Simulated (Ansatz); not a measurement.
Relaxed CaF₂ (fluorite):

```
CaF2
1.0
    0.00000     5.43914     5.43914
    2.71957     0.00000     2.71957
    2.71957     2.71957     0.00000
Ca F
2 4
Direct
  0.00000   0.00000   0.00000
  0.50000   0.00000   0.00000
  0.12500   0.25000   0.25000
  0.62500   0.25000   0.25000
  0.37500   0.75000   0.75000
  0.87500   0.75000   0.75000
```

The atoms are displaced by Q × the pattern below (from a DFPT mode at L = (0.5, 0.0, 0.0), largest move 1; Q in Å), at fixed cell. It is one choice among 2 degenerate patterns. (q is in reciprocal vectors of the primitive cell; the cell shown is doubled to hold the pattern.)

| atom | x | y | z |
|---|---|---|---|
| Ca1 | 0.285 | -0.520 | 0.805 |
| Ca2 | -0.285 | 0.520 | -0.805 |
| F3 | 0.165 | -0.301 | 0.466 |
| F4 | -0.165 | 0.301 | -0.466 |
| F5 | -0.165 | 0.301 | -0.466 |
| F6 | 0.165 | -0.301 | 0.466 |

The numbers are results of r2SCAN (plane waves to 500 eV, PAW, scalar-relativistic; Ansatz, an electronic-structure program), not measurements. k mesh 11×11×11 (Γ-centred), Fermi-Dirac smearing 0.05 eV. Energies are smeared free energies. CaF2 was relaxed with its symmetry unable to fall. ΔE is measured from the undisplaced structure.

Task: What ΔE (eV/cell) does the calculation give at Q (Å) = -0.150, -0.120, -0.030, 0.060, 0.120?

Result: 
```tsv
Q (Å)	ΔE (eV/cell)
-0.150	0.0922
-0.120	0.0590
-0.030	0.0037
0.060	0.0147
0.120	0.0590
```

(A displaced cell: forces are minus the slopes of the energy, force constants its curvatures, and phonons follow from these.)
